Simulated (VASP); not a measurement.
# NaI in VASP: one cell, several levels of theory, part 1 of 2

Aim: gap, levels, forces and stress of NaI (zincblende), under +1.2 % biaxial strain in x and y, z held at fixed geometry. Runs: PBE, r2SCAN. This is a trial cell built on a prototype, not taken from a measured structure, and it needn't be the compound's ground state.

Program: VASP 6.6.1. PAW datasets, plane waves. No spin polarisation and no zero-point or thermal motion; the cell was built from a prototype and may be hypothetical.

## (1) The structure to begin with

The cell comes from an earlier relaxation with r2SCAN in another program, then strained, with the atoms relaxed again.

The symmetry is I-4m2 (No. 119, tetragonal); a = 5.072 Å, c = 7.086 Å in the conventional setting, 45.57 Å³ an atom. Na has 4 I at 3.09 Å; I has 4 Na at 3.09 Å.

The structure in full:

```cif
data_structure
_symmetry_space_group_name_H-M 'P 1'
_symmetry_Int_Tables_number 1
_cell_length_a 5.0415
_cell_length_b 5.0415
_cell_length_c 5.0720
_cell_angle_alpha 59.800
_cell_angle_beta 59.800
_cell_angle_gamma 60.400
_cell_volume 91.15
loop_
_atom_site_label
_atom_site_type_symbol
_atom_site_fract_x
_atom_site_fract_y
_atom_site_fract_z
_atom_site_occupancy
Na1 Na 0.00000 0.00000 0.00000 1
I1 I 0.25000 0.25000 0.25000 1
```

## (2) PBE at this geometry

Contents of INCAR:

```
ENCUT = 520.000000
SIGMA = 0.020000
EDIFF = 1.00e-07
GGA = PE
PREC = Accurate
IBRION = -1
ISIF = 2
ISMEAR = -1
NBANDS = 14
NELM = 120
NSW = 0
LASPH = .TRUE.
LCHARG = .FALSE.
LWAVE = .FALSE.
LREAL = .FALSE.
```

Contents of KPOINTS:

```
KPOINTS created by Atomic Simulation Environment
0
Gamma
6 6 6
0 0 0
```

Contents of KPOINTS_OPT:

```
special points
6
Reciprocal
0.0000000000 0.0000000000 0.0000000000 1
-0.5000000000 -0.5000000000 0.0000000000 1
-0.3750000000 -0.3750000000 0.2500000000 1
-0.3750000000 0.0000000000 0.3750000000 1
0.0000000000 0.0000000000 0.5000000000 1
-0.5000000000 -0.2500000000 0.2500000000 1
```

Contents of POSCAR:

```
Na I
 1.0000000000000000
     0.0000000000000000    3.5864186194999998    3.5431916810000001
     3.5864186194999998    0.0000000000000000    3.5431916810000001
     3.5864186194999998    3.5864186194999998    0.0000000000000000
 Na  I
   1   1
Cartesian
  0.0000000000000000  0.0000000000000000  0.0000000000000000
  1.7932093097499997  1.7932093097499997  1.7715958405000001
```

Potentials: the recommended PBE PAW datasets, 14 valence electrons in the neutral cell.

On the command line:

```bash
$ mpirun -np 1 vasp_std
```

Standard output, without the iteration lines:

```text
POSCAR found type information on POSCAR NaI
 POSCAR found :  2 types and       2 ions
 LDA part: xc-table for (Slater+PW92), standard interpolation
 POSCAR, INCAR and KPOINTS ok, starting setup
 FFT: planning ... GRIDC
 FFT: planning ... GRID_SOFT
 FFT: planning ... GRID
 WAVECAR not read
 entering main loop
 Start KPOINTS_OPT (optional k-point list driver)
k-point batch [1-6\6]
```

OSZICAR:

```text
N       E                     dE             d eps       ncg     rms          rms(c)
DAV:   1     0.792845637823E+02    0.79285E+02   -0.62773E+03   840   0.829E+02
DAV:   2     0.198325000656E+01   -0.77301E+02   -0.72128E+02   882   0.198E+02
DAV:   3    -0.519779896062E+01   -0.71810E+01   -0.71385E+01  1074   0.609E+01
DAV:   4    -0.539130336484E+01   -0.19350E+00   -0.19345E+00  1080   0.104E+01
DAV:   5    -0.539602072498E+01   -0.47174E-02   -0.47173E-02  1184   0.157E+00    0.165E+00
DAV:   6    -0.529208547888E+01    0.10394E+00   -0.13599E-01   954   0.173E+00    0.112E+00
DAV:   7    -0.528345054699E+01    0.86349E-02   -0.10742E-01  1038   0.139E+00    0.705E-01
DAV:   8    -0.529326201888E+01   -0.98115E-02   -0.10928E-02   924   0.678E-01    0.221E-01
DAV:   9    -0.529308110286E+01    0.18092E-03   -0.24298E-04  1044   0.136E-01    0.746E-02
DAV:  10    -0.529346828910E+01   -0.38719E-03   -0.47670E-04   948   0.133E-01    0.225E-02
DAV:  11    -0.529348616467E+01   -0.17876E-04   -0.47167E-05  1104   0.545E-02    0.600E-03
DAV:  12    -0.529348891445E+01   -0.27498E-05   -0.44275E-06  1032   0.117E-02    0.370E-03
DAV:  13    -0.529348946830E+01   -0.55385E-06   -0.65080E-07  1104   0.452E-03    0.624E-04
DAV:  14    -0.529348944492E+01    0.23384E-07   -0.32693E-08  1024   0.147E-03
   1 F= -.52934894E+01 E0= -.52934894E+01  d E =-.945944E-11
       N       E                     dE             ncg
DAV:   1     0.163232600013E+03   -0.26707E+04      168
DAV:   2    -0.297660712017E+03   -0.46089E+03      174
DAV:   3    -0.335650497094E+03   -0.37990E+02      216
DAV:   4    -0.336640149117E+03   -0.98965E+00      222
DAV:   5    -0.336657730115E+03   -0.17581E-01      228
DAV:   6    -0.336658741511E+03   -0.10114E-02      252
DAV:   7    -0.336658744443E+03   -0.29311E-05      228
DAV:   8    -0.336658744502E+03   -0.59388E-07      172
```

The lines after F= are the extra pass for the points of KPOINTS_OPT, at fixed density; their E is not a total energy.

From OUTCAR:

```text
k-points           NKPTS =     30   k-points in BZ     NKDIM =     30   number of bands    NBANDS=     14

   NELECT =      14.0000    total number of electrons

   dimension x,y,z NGX =    40 NGY =   40 NGZ =   40
   dimension x,y,z NGXF=    80 NGYF=   80 NGZF=   80

  energy-cutoff  :      520.00
  volume of cell :       91.15
      direct lattice vectors                 reciprocal lattice vectors
     0.000000000  3.586418619  3.543191681    -0.139414846  0.139414846  0.141115707
     3.586418619  0.000000000  3.543191681     0.139414846 -0.139414846  0.141115707
     3.586418619  3.586418619  0.000000000     0.139414846  0.139414846 -0.141115707

 k-points in reciprocal lattice and weights: KPOINTS created by Atomic Simulation Env
   0.00000000  0.00000000  0.00000000       0.005
   0.16666667  0.00000000  0.00000000       0.037
   0.33333333  0.00000000  0.00000000       0.037
   0.50000000  0.00000000  0.00000000       0.019
   0.16666667  0.16666667  0.00000000       0.009
   0.33333333  0.16666667  0.00000000       0.037
   0.50000000  0.16666667  0.00000000       0.037
  -0.33333333  0.16666667  0.00000000       0.037
[... 22 more k-points ...]

 E-fermi :  -0.7825

 k-point     1 :       0.0000    0.0000    0.0000
  band No.  band energies     occupation
      1     -23.3583      2.00000
      2     -23.3572      2.00000
      3     -23.3572      2.00000
      4     -11.6250      2.00000
      5      -1.2273      2.00000
      6      -1.2273      2.00000
      7      -1.2144      2.00000
      8       2.5583      0.00000
      9       6.6281      0.00000
     10       6.6281      0.00000
     11       6.6500      0.00000
     12       8.3344      0.00000
     13       8.4638      0.00000
     14       9.6453      0.00000

 k-point     2 :       0.1667    0.0000    0.0000
  band No.  band energies     occupation
      1     -23.3586      2.00000
      2     -23.3576      2.00000
      3     -23.3573      2.00000
      4     -11.5958      2.00000
      5      -1.5923      2.00000
      6      -1.2627      2.00000
      7      -1.2497      2.00000
      8       3.1229      0.00000
      9       6.2718      0.00000
     10       6.7664      0.00000
     11       6.7970      0.00000
     12       7.9724      0.00000
     13       8.0505      0.00000
     14       9.4819      0.00000

 k-point     3 :       0.3333    0.0000    0.0000
  band No.  band energies     occupation
      1     -23.3595      2.00000
      2     -23.3580      2.00000
      3     -23.3575      2.00000
      4     -11.5362      2.00000
      5      -2.1601      2.00000
      6      -1.3306      2.00000
      7      -1.3096      2.00000
      8       3.9455      0.00000
      9       6.1526      0.00000
     10       6.5604      0.00000
     11       6.6344      0.00000
     12       8.5997      0.00000
     13       8.6129      0.00000
     14       8.9319      0.00000

 k-point     4 :       0.5000    0.0000    0.0000
  band No.  band energies     occupation
      1     -23.3600      2.00000
      2     -23.3581      2.00000
      3     -23.3576      2.00000
      4     -11.5057      2.00000
      5      -2.3960      2.00000
      6      -1.3633      2.00000
      7      -1.3385      2.00000
      8       4.1447      0.00000
      9       6.3784      0.00000
     10       6.4095      0.00000
     11       6.4543      0.00000
     12       9.2154      0.00000
     13       9.8863      0.00000
     14       9.9619      0.00000

 k-point     5 :       0.1667    0.1667    0.0000
  band No.  band energies     occupation
      1     -23.3589      2.00000
      2     -23.3574      2.00000
      3     -23.3574      2.00000
      4     -11.5855      2.00000
      5      -1.5862      2.00000
      6      -1.3329      2.00000
      7      -1.3329      2.00000
      8       3.3217      0.00000
      9       5.9917      0.00000
     10       7.0035      0.00000
     11       7.0035      0.00000
     12       7.1144      0.00000
     13       8.6219      0.00000
     14      10.7582      0.00000

 k-point     6 :       0.3333    0.1667    0.0000
  band No.  band energies     occupation
      1     -23.3596      2.00000
      2     -23.3578      2.00000
      3     -23.3576      2.00000
      4     -11.5356      2.00000
      5      -2.0077      2.00000
      6      -1.4204      2.00000
      7      -1.4160      2.00000
      8       4.1031      0.00000
      9       5.7029      0.00000
     10       6.3052      0.00000
     11       7.1019      0.00000
     12       7.8831      0.00000
     13       9.1313      0.00000
     14      10.0603      0.00000

 k-point     7 :       0.5000    0.1667    0.0000
  band No.  band energies     occupation
      1     -23.3601      2.00000
      2     -23.3582      2.00000
      3     -23.3577      2.00000
      4     -11.4955      2.00000
      5      -2.2885      2.00000
      6      -1.5443      2.00000
      7      -1.4316      2.00000
      8       4.5688      0.00000
      9       5.5892      0.00000
     10       6.5385      0.00000
     11       6.8147      0.00000
     12       8.7504      0.00000
     13       9.9738      0.00000
     14      10.2724      0.00000

 k-point     8 :      -0.3333    0.1667    0.0000
  band No.  band energies     occupation
      1     -23.3597      2.00000
      2     -23.3584      2.00000
      3     -23.3576      2.00000
      4     -11.5063      2.00000
      5      -2.2118      2.00000
      6      -1.5853      2.00000
      7      -1.3659      2.00000
      8       4.5713      0.00000
      9       5.6862      0.00000
     10       6.3922      0.00000
     11       6.7710      0.00000
     12       8.3298      0.00000
     13       9.6643      0.00000
     14      10.1030      0.00000

 k-point     9 :      -0.1667    0.1667    0.0000
  band No.  band energies     occupation
      1     -23.3588      2.00000
      2     -23.3583      2.00000
      3     -23.3574      2.00000
      4     -11.5568      2.00000
      5      -1.8797      2.00000
      6      -1.4476      2.00000
      7      -1.2802      2.00000
      8       3.8340      0.00000
      9       6.0217      0.00000
     10       6.4269      0.00000
     11       7.0147      0.00000
     12       7.3442      0.00000
     13       8.8206      0.00000
     14      10.3705      0.00000

 k-point    10 :       0.3333    0.3333    0.0000
  band No.  band energies     occupation
      1     -23.3601      2.00000
      2     -23.3578      2.00000
      3     -23.3578      2.00000
      4     -11.5051      2.00000
      5      -2.1017      2.00000
      6      -1.5287      2.00000
      7      -1.5287      2.00000
      8       4.1628      0.00000
      9       5.1925      0.00000
     10       6.6143      0.00000
     11       8.0169      0.00000
     12       8.0169      0.00000
     13       9.4418      0.00000
     14      11.6194      0.00000

 k-point    11 :       0.5000    0.3333    0.0000
  band No.  band energies     occupation
      1     -23.3604      2.00000
      2     -23.3581      2.00000
      3     -23.3578      2.00000
      4     -11.4748      2.00000
      5      -2.2075      2.00000
      6      -1.7144      2.00000
      7      -1.5598      2.00000
      8       4.3211      0.00000
      9       5.2545      0.00000
     10       6.8117      0.00000
     11       7.9755      0.00000
     12       8.5950      0.00000
     13      10.1604      0.00000
     14      10.4820      0.00000

 k-point    12 :      -0.3333    0.3333    0.0000
  band No.  band energies     occupation
      1     -23.3601      2.00000
      2     -23.3585      2.00000
      3     -23.3577      2.00000
      4     -11.4754      2.00000
      5      -2.0805      2.00000
      6      -1.9527      2.00000
      7      -1.4820      2.00000
      8       4.7991      0.00000
      9       5.5173      0.00000
     10       6.6066      0.00000
     11       7.4432      0.00000
     12       8.0881      0.00000
     13       8.7514      0.00000
     14      11.7468      0.00000

 k-point    13 :       0.5000    0.5000    0.0000
  band No.  band energies     occupation
      1     -23.3607      2.00000
      2     -23.3579      2.00000
      3     -23.3579      2.00000
      4     -11.4643      2.00000
      5      -2.2979      2.00000
      6      -1.6202      2.00000
      7      -1.6202      2.00000
      8       3.9738      0.00000
      9       4.9147      0.00000
     10       7.7180      0.00000
     11       9.0728      0.00000
     12       9.0728      0.00000
     13      10.2537      0.00000
     14      10.4460      0.00000

[... the tables of k-points 14 to 30 left out ...]

  Total        0.0538885      0.0538885      0.0643280      0.0000000     -0.0000000      0.0000000
  in kB        0.9472406      0.9472406      1.1307425      0.0000000     -0.0000000      0.0000000
  external PRESSURE =       1.0084079 kB  Pullay stress =       0.0000000 kB

 POSITION                                       TOTAL-FORCE (eV/Angst)
 -----------------------------------------------------------------------------------
      0.00000      0.00000      0.00000         0.000000      0.000000      0.000000
      1.79321      1.79321      1.77160        -0.000000      0.000000     -0.000000
 -----------------------------------------------------------------------------------
    total drift:                                0.000001      0.000001      0.000001

  FREE ENERGIE OF THE ION-ELECTRON SYSTEM (eV)
  ---------------------------------------------------
  free  energy   TOTEN  =        -5.2934894449 eV

  energy  without entropy=       -5.2934894449  energy(sigma->0) =       -5.29348944
```

It took 18 s on 1 MPI rank of Intel Xeon 6975P-C, shared host; peak memory 0.25 GiB.

The levels at the points of KPOINTS_OPT are read from vasprun.xml.

Near the gap, in eV above the top of the last filled band v; c is the band after it:

| point | v−1 | v | c | c+1 |
| --- | --- | --- | --- | --- |
| Γ | -0.01 | 0.00 | 3.77 | 7.84 |
| X | -0.41 | -0.41 | 5.19 | 6.13 |
| U | -0.68 | -0.32 | 5.72 | 6.67 |
| K | -0.67 | -0.30 | 5.74 | 6.71 |
| L | -0.15 | -0.12 | 5.36 | 7.59 |
| W | -0.71 | -0.44 | 6.04 | 7.15 |

Gap with PBE: 3.77 eV, direct (Γ). The pressure is 0.10 GPa; the forces vanish within 0.01 eV/Å.

(Continued in part 2 of 2.)
